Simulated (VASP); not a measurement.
# CdSe (P6_3mc) in VASP: a series of runs, part 2 of 2

VASP 6.6.1.

### 4 Single point, PBE+D3(BJ)

This run uses another cell than the first one, of 28.10 Å³/atom.

Input file INCAR:

```
SYSTEM = CdSe
ALGO = Normal
EDIFF = 1E-6
ENCUT = 520
GGA = PE
ISIF = 2
ISMEAR = -1
IVDW = 12
LASPH = .True.
LCHARG = .False.
LREAL = .False.
LWAVE = .False.
NBANDS = 26
NELM = 60
PREC = Accurate
SIGMA = 0.05
```

Input file KPOINTS:

```
k-points
0
Gamma
  7 7 4
  0 0 0
```

Input file POSCAR:

```
CdSe
1.0
    4.3000000000      0.0000000000      0.0000000000
   -2.1500000000      3.7239092363      0.0000000000
    0.0000000000      0.0000000000      7.0200000000
Cd Se
2 2
Direct
    0.6666666667      0.3333333333      0.5000000000
    0.3333333333      0.6666666667      0.0000000000
    0.6666666667      0.3333333333      0.8850000000
    0.3333333333      0.6666666667      0.3850000000
```

Potentials or basis: VASP PAW PBE potentials, release 64 (Cd, Se).

The run is started by

```bash
cat potpaw_PBE.64/Cd/POTCAR potpaw_PBE.64/Se/POTCAR > POTCAR
mpirun -np 1 vasp_std > vasp.out
```

OUTCAR:

```text
SYSTEM = CdSe
   EDIFF = 1E-6
   ENCUT = 520
   GGA = PE
   ISIF = 2
   ISMEAR = -1
   IVDW = 12
   LASPH = .True.
   LREAL = .False.
   NELM = 60
   PREC = Accurate
 IVDW          = 12

 ion  position               nearest neighbor table
   1  0.667  0.333  0.500-   4 2.61   4 2.61   4 2.61   3 2.70
   2  0.333  0.667  0.000-   3 2.61   3 2.61   3 2.61   4 2.70
   3  0.667  0.333  0.885-   2 2.61   2 2.61   2 2.61   1 2.70
   4  0.333  0.667  0.385-   1 2.61   1 2.61   1 2.61   2 2.70

  LATTYP: Found a hexagonal cell.
 ALAT       =     4.3000000000
[... 897 lines left out ...]
  Direction    XX          YY          ZZ          XY          YZ          ZX
  --------------------------------------------------------------------------------------
  -------------------------------------------------------------------------------------
  Total       1.37324     1.37324    -0.09392     0.00000     0.00000     0.00000
  in kB      19.57276    19.57276    -1.33867     0.00000     0.00000     0.00000
  external pressure =       12.60 kB  Pullay stress =        0.00 kB

 VOLUME and BASIS-vectors are now :
 -----------------------------------------------------------------------------
  energy-cutoff  :      520.00
  volume of cell :      112.41
      direct lattice vectors                 reciprocal lattice vectors
     4.300000000  0.000000000  0.000000000     0.232558140  0.134267504  0.000000000
    -2.150000000  3.723909236  0.000000000     0.000000000  0.268535009  0.000000000
     0.000000000  0.000000000  7.020000000     0.000000000  0.000000000  0.142450142

 POSITION                                       TOTAL-FORCE (eV/Angst)
 -----------------------------------------------------------------------------------
      2.15000      1.24130      3.51000        -0.000000      0.000000      0.293045
     -0.00000      2.48261      0.00000         0.000000     -0.000000      0.293045
      2.15000      1.24130      6.21270        -0.000000     -0.000000     -0.293045
     -0.00000      2.48261      2.70270         0.000000      0.000000     -0.293045
 -----------------------------------------------------------------------------------
    total drift:                               -0.000000     -0.000000      0.000083

  FREE ENERGIE OF THE ION-ELECTRON SYSTEM (eV)
  ---------------------------------------------------
  free  energy   TOTEN  =       -12.1800575829 eV

  energy  without entropy=      -12.1800426404  energy(sigma->0) =      -12.18005011
```

OSZICAR:

```text
N       E                     dE             d eps       ncg     rms          rms(c)
DAV:   1     0.242744680635E+03    0.24274E+03   -0.17155E+04  1248   0.125E+03
DAV:   2     0.117780881503E+01   -0.24157E+03   -0.23402E+03  1358   0.312E+02
DAV:   3    -0.115499769009E+02   -0.12728E+02   -0.12657E+02  1490   0.715E+01
DAV:   4    -0.116562773465E+02   -0.10630E+00   -0.10619E+00  1376   0.619E+00
DAV:   5    -0.116569217058E+02   -0.64436E-03   -0.64433E-03  1430   0.468E-01    0.888E+00
DAV:   6    -0.109388665198E+02    0.71806E+00   -0.12370E+00  1518   0.110E+01    0.697E+00
DAV:   7    -0.109056013146E+02    0.33265E-01   -0.53843E-01  1316   0.374E+00    0.258E+00
DAV:   8    -0.109038710238E+02    0.17303E-02   -0.56519E-02  1300   0.238E+00    0.395E-01
DAV:   9    -0.109039884954E+02   -0.11747E-03   -0.73045E-03  1376   0.980E-01    0.111E-01
DAV:  10    -0.109041347058E+02   -0.14621E-03   -0.81824E-04  1304   0.310E-01    0.720E-02
DAV:  11    -0.109042263579E+02   -0.91652E-04   -0.20275E-04  1312   0.813E-02    0.280E-02
DAV:  12    -0.109042241136E+02    0.22443E-05   -0.35709E-05  1450   0.639E-02    0.925E-03
DAV:  13    -0.109042255247E+02   -0.14111E-05   -0.10455E-05  1276   0.302E-02    0.356E-03
DAV:  14    -0.109042257456E+02   -0.22085E-06   -0.61049E-07   966   0.399E-03
   1 F= -.12180058E+02 E0= -.12180050E+02  d E =-.149424E-04
```

stdout:

```text
POSCAR found type information on POSCAR CdSe
 POSCAR found :  2 types and       4 ions
 scaLAPACK will be used
 LDA part: xc-table for (Slater+PW92), standard interpolation
 POSCAR, INCAR and KPOINTS ok, starting setup
 FFT: planning ... GRIDC
 FFT: planning ... GRID_SOFT
 FFT: planning ... GRID
 WAVECAR not read
 entering main loop
```

It took 93 s on 1 thread of AMD EPYC 7R13, shared host; peak memory 0.23 GiB.

What came out:

| Quantity | Value |
| --- | --- |
| Free energy | -12.1801 eV |
| Pressure | 1.3 GPa |
| Largest force | 0.293 eV/Å |
| Band gap on the k mesh | 0.70 eV |
| Dispersion energy per atom | -0.319 eV |

Forces on the atoms (eV/Å):
```
Cd   0.000  0.000  0.293
Cd   0.000  0.000  0.293
Se   0.000  0.000 -0.293
Se   0.000  0.000 -0.293
```

### 5 Overview

```tsv
level	cell	smearing	gap on the mesh (eV)	pressure (GPa)	largest force (eV/Å)
PBEsol+D4	a = 4.273, b = 4.273, c = 6.976 Å, angles 90.0, 90.0, 120.0°, 4 atoms, atomic positions A	tetrahedron	0.58	0.4	-
PBEsol	a = 4.300, b = 4.300, c = 7.020 Å, angles 90.0, 90.0, 120.0°, 4 atoms, atomic positions B	gaussian 0.05 eV	0.58	0.5	0.27
PBE+D3(BJ)	a = 4.300, b = 4.300, c = 7.020 Å, angles 90.0, 90.0, 120.0°, 4 atoms, atomic positions B	fermi-dirac 0.05 eV	0.70	1.3	0.29
```

Alike in all rows: task single point; potentials or basis VASP PAW PBE potentials, release 64 (Cd, Se); no spin polarisation; k mesh 7 × 7 × 4; cutoff (eV) 520.

Caveats: the PAW data sets were made with another functional, which shifts forces and pressure a little (at least some runs).

Absolute energies hang on the potentials; compare differences alone.

### 6 Comparison with measurements

Step 2. Against the measured gap of CdSe, 1.841 eV (2 K; a printed reference work, data compilation), the calculated 0.58 eV is off by -1.26 eV. So large a miss can be the level of theory's own, or it may mean another phase, state or a wrong row. Spin-orbit coupling on Cd, Se is left out. The value is that of PBEsol+D4, without temperature or zero-point motion. Semilocal functionals fall short of measured gaps as a rule.

Step 3. Measured gap of CdSe: 1.841 eV (2 K; a printed reference work, data compilation). This calculation gives 0.58 eV (-1.26 eV). So large a miss can be the level of theory's own, or it may mean another phase, state or a wrong row. Spin-orbit coupling on Cd, Se is left out. The value is that of PBEsol, without temperature or zero-point motion. Semilocal functionals fall short of measured gaps as a rule.
